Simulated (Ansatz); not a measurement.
A crystal relaxed with r2SCAN+rVV10 in Ansatz 0.2.0 has space group P-3m1 (No. 164) and a = 3.788 Å, c = 6.180 Å.

| atom | site | x | y | z |
| --- | --- | --- | --- | --- |
| Zr | 1a | 0.0000 | 0.0000 | 0.0000 |
| Xx | 2d | 0.3333 | 0.6667 | 0.2538 |

With r2SCAN the valence top lies at k = (-0.047, 0.021, 0) and the conduction bottom at L, 0.61 eV higher; the smallest vertical gap, at Γ, is 1.35 eV. The HSE06 gap is indirect, 0.95 eV (k = (-0.047, 0.021, 0) to L), below the direct gap of 1.79 eV at Γ. Meshes: r2SCAN 12×12×4, HSE06 6×6×4.

**Question.** Which element is Xx?
A. O
B. Te
C. S
D. Se

**Answer.** D. Xx is Se: ZrSe2 in the CdI2 structure. Zr has 6 Se at 2.69 Å; Se has 3 Zr at 2.69 Å.

The values are computed, spin-unpolarised, and not measurements.

The runs are scalar-relativistic, without spin-orbit coupling.

Where an edge lies off the special points, it is a point of the mesh or the k point where a search put PBE's edge or least direct gap, reused for the other functionals, whose own edges may lie a little apart.

Coordinates of k points refer to the reciprocal vectors of the primitive cell of the runs.

The meshes of the hybrids are coarse, so their gaps aren't converged to the digits shown.
